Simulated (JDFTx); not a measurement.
HgTe (Coloradoite) under changes of volume

One of the cells (33.215 Å³/atom); the others are scaled copies at fixed shape and fractional positions:

```xyz
2
Lattice="0.0000 3.2145 3.2145 3.2145 0.0000 3.2145 3.2145 3.2145 0.0000" Properties=species:S:1:pos:R:3 pbc="T T T"
Hg    0.0000    0.0000    0.0000
Te    4.8217    4.8217    4.8217
```

* Program: JDFTx 1.7.0 (patched build)
* Functional: PBEsol
* Potentials or basis: PseudoDojo-SR-PBEsol-0.4.1-standard with smoothed tails
* Cutoff: 1088 eV
* Density cutoff: 8708 eV
* k mesh: 7 × 7 × 7
* Occupations: fermi-dirac, width 0.05 eV
* Spin: no spin polarisation

```csv
volume (Å³/atom),energy over the lowest point (meV/atom),pressure (GPa)
31.223,51.88,5.5
31.887,31.81,4.1
32.551,?,?
33.215,7.33,1.8
33.880,1.78,0.9
34.544,0.00,0.0
35.208,1.59,-0.8
```

**Question.** What does the run at 32.551 Å³/atom give?

**Answer.** Energy over the lowest point 17.16 meV/atom; pressure 2.9 GPa.

Worked out: A Birch-Murnaghan fit of order 3 (a polynomial in V^(-2/3)) to the other rows has its minimum at 34.55 Å³/atom with B0 = V·E''(V) = 42 GPa and B' = 5.3. It gives 17.16 meV/atom at 32.551 Å³/atom, against the run's 17.16, and -dE/dV = 2.9 GPa, against 2.9.

Energies are extrapolated to zero smearing.
